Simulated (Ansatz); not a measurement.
Wanted: the native input for an Ansatz 0.2.0 run.

```yaml
Task: band structure
Functional: PBEsol
Potentials_or_basis: Ansatz PAW
Cutoff: "420 eV (not typed: the program's choice for these potentials)"
k_mesh: 9 × 9 × 9
Occupations: fermi-dirac, width 0.05 eV
Spin: no spin polarisation
Path: "[[\"G\", \"X\", \"W\", \"K\", \"G\", \"L\", \"U\", \"W\", \"L\", \"K\"], [\"U\", \"X\"]]"
Points_for_each_segment_of_the_path: 14
```

The system is PbO2.

```
Pb O
1.0
     0.00000    2.70199    2.70199
     2.70199    0.00000    2.70199
     2.70199    2.70199    0.00000
Pb O
1 2
Direct
  0.00000 0.00000 0.00000
  0.75000 0.75000 0.75000
  0.25000 0.25000 0.25000
```

The cell comes from a database or a generator and needn't be the stable form of this composition.

These files were run (other wordings do the same):

input.yaml

```yaml
crystal:
  lattice:
    - [0.0, 2.701992, 2.701992]
    - [2.701992, 0.0, 2.701992]
    - [2.701992, 2.701992, 0.0]
  atoms:
    - { symbol: Pb, position: [0.0, 0.0, 0.0] }
    - { symbol: O, position: [0.75, 0.75, 0.75] }
    - { symbol: O, position: [0.25, 0.25, 0.25] }
hamiltonian:
  xc: pbesol
  pseudopotentials: { kind: paw }
kpoints:
  mp_grid: { grid: [9, 9, 9] }
  band_path:
    path:
      - [[0.0, 0.0, 0.0], [0.5, 0.0, 0.5], [0.5, 0.25, 0.75], [0.375, 0.375, 0.75], [0.0, 0.0, 0.0], [0.5, 0.5, 0.5], [0.625, 0.25, 0.625], [0.5, 0.25, 0.75], [0.5, 0.5, 0.5], [0.375, 0.375, 0.75]]
      - [[0.625, 0.25, 0.625], [0.5, 0.0, 0.5]]
    npoints: 14
scf:
  occupations: { method: fermi_dirac, width: 0.05 }
  n_extra_bands: 7
output:
  forces: true
  stress: true
  eigenvalues: true
  fatbands: true
```

Potentials or basis: Ansatz PAW.

The run is started by

```sh
$ ansatz run input.yaml --threads 2 --pin off --max-ram 5632MiB --backend cpu --events-out ev --progress --plain --runs-dir out
```

It gave:

```
Pressure               : -5.7 GPa
Band gap on the k mesh : none (metal or under the smearing width)
```

Caveat: the pressure holds a Pulay correction of +0.7 GPa for the finite cutoff; spin-orbit coupling is left out, which moves the levels of the heavy elements; the PAW data sets come from PBE, with cores solved anew for the run's functional, which leaves a small shift of forces and pressure.

Run time: 3.5 s on 2 threads of Arm Neoverse V1 (shared host), peak memory 0.31 GiB.
